**MoSi₂: an apparent gap on the way to Z**

A level here is a Kohn-Sham orbital energy at one wave vector, counted from the Fermi energy and computed with LDA density-functional theory without spin-orbit coupling. At each point the table lists four levels under the Fermi energy and two over it. Level points 1 to 4 run from Γ towards X, at right angles to the fourfold axis of the crystal. Points 5, 6 and 7 lie on that axis, at 2/3, 5/6 and the end of the line from Γ to Z.

MoSi₂ (I4/mmm, three-atom primitive cell), computed with exciting sodium: LDA, all-electron LAPW+lo with rgkmax 7.8, no spin polarisation or spin-orbit coupling, 12×12×12 k mesh, Fermi-Dirac smearing of 0.05 eV. Levels are counted from the Fermi energy; points a, b and c are fractions of the reciprocal vectors of the primitive cell.

| point a (reciprocal cell vector) | point b (reciprocal cell vector) | point c (reciprocal cell vector) | level point (row) | level under 4 (eV) | level under 3 (eV) | level under 2 (eV) | level under 1 (eV) | level over 1 (eV) | level over 2 (eV) |
| --- | --- | --- | --- | --- | --- | --- | --- | --- | --- |
| 0.0000 | 0.0000 | 0.0000 | 1 | -3.475 | -3.048 | -2.654 | -2.654 | 0.412 | 3.027 |
| 0.8333 | 0.1667 | 0.0000 | 2 | -4.218 | -2.771 | -1.796 | -1.402 | 2.180 | 3.382 |
| 0.7500 | 0.2500 | 0.0000 | 3 | -5.242 | -2.694 | -2.400 | -1.686 | 2.783 | 3.329 |
| 0.5000 | 0.5000 | 0.0000 | 4 | -5.290 | -4.484 | -3.057 | -1.095 | 2.275 | 2.672 |
| 0.6667 | 0.6667 | 0.3333 | 5 | -3.410 | -2.162 | -1.692 | -1.692 | 0.510 | 0.898 |
| 0.5833 | 0.5833 | 0.4167 | 6 | -3.487 | -2.250 | -1.172 | -1.172 | 0.140 | 0.140 |
| 0.5000 | 0.5000 | 0.5000 | 7 | -0.594 | -0.594 | -0.518 | -0.518 | 0.545 | 4.564 |

The highest level under the Fermi energy is −0.518 eV, at Z, and the lowest one over it is 0.140 eV, at point 6. It is tempting to read each column as a band and to conclude that MoSi₂ is a semiconductor with a gap of 0.66 eV. The same calculation, on its full mesh, finds a metal with states at the Fermi energy. For a conducting silicide layer this decides whether carriers are present in the cold or must first be excited by heat.

The reading by columns fails between points 6 and 7. At point 6 the two levels over the Fermi energy form a doublet: two states that a quarter turn about the axis changes into each other, so that they must keep the same energy all along this line. Read as bands, the columns would split this doublet into 0.545 and 4.564 eV at Z, which symmetry forbids. To stay unsplit and empty, it would have to climb by at least 4.4 eV in one sixth of the line, whereas the lower doublet moves by only 0.52 eV in the sixth before. The natural continuation is downwards, through the Fermi energy, to join the lower doublet at Z. A straight line between the two points puts the crossing at about 0.87 of the way from Γ to Z.

Why does the upper doublet fall so steeply, when bands are often flat at a zone face? Two answers can be compared. If the doublets ignored each other, each would level off at Z, and close to it their separation $S$ would rise above its value at Z by an amount that goes as the square of the distance $q$ from Z. If instead they mix in proportion to $q$, the separation grows almost in proportion to $q$ as soon as the mixing outweighs the small separation $S_0$ at Z itself:

$$S=\sqrt{S_0^2+(cq)^2}$$

Here $q$ counts sixths of the line from Γ to Z, and $c$ is twice the coupling that one such step brings.

The table gives $S_0=0.594-0.518=0.076$ eV at Z and $S=1.312$ eV at point 6, where $q=1$. These two values fix $c$, and point 5, which was not used, has $q=2$:

$$S=\sqrt{0.076^2+4\,(1.312^2-0.076^2)}=2.62\ \text{eV}$$

The computed separation there is $0.898+1.692=2.59$ eV, so the estimate is about 1% too high. Doublets that ignore each other would give $0.076+4\,(1.312-0.076)=5.02$ eV, nearly twice the computed value.

This test takes the 0.898 eV level at point 5 as one half of the upper doublet, which is an inference. It is supported by the midpoint of the pair, which lies 0.040 eV above its Z value at point 6 and 0.159 eV above it at point 5. Symmetry about Z requires such a fourfold rise when a small $q$ doubles, whichever answer is right. The midpoint therefore helps to identify the level but does not choose between the two answers.

The chemical reason for the mixing is argued from symmetry. Inversion about a Mo atom leaves Z unchanged, so each state there is either even or odd. An even doublet can contain the Mo $d_{xz}$ and $d_{yz}$ orbitals; an odd one cannot. Both can draw on Si $p_x$ and $p_y$. At Z the couplings between the two cancel. A step along the axis shifts the phases from layer to layer, and the cancellation fails in proportion to the step. Doublets of equal parity would lack this linear term, so the nearly proportional growth points to one even and one odd doublet.

A chain of equal atoms with slightly alternating bonds behaves in the same way: two levels of opposite parity nearly meet at the zone face and separate steeply away from it. The likeness ends with the filling. With one electron per atom, the chain has its Fermi energy inside the small gap and is an insulator. In MoSi₂ both doublets lie about half an electronvolt below the Fermi energy at Z, so the upper one must cross it on its way up.

The two-level formula belongs to the neighbourhood of Z. Carried to Γ it gives 7.9 eV, while the level at 3.027 eV, if it belongs to the same doublet, lies only 5.7 eV above the lower one. At Z itself the weak point is spin-orbit coupling, which for Mo $4d$ states is expected to be of the order of 0.1 eV, comparable with $S_0$. It would split the doublets, which makes the small separation at Z uncertain, and could shift the crossing slightly, but it is small beside the separation of 1.3 eV one step away. LDA also tends to set empty bands too low against filled ones, so the place of the crossing is less certain than the way the separation grows.
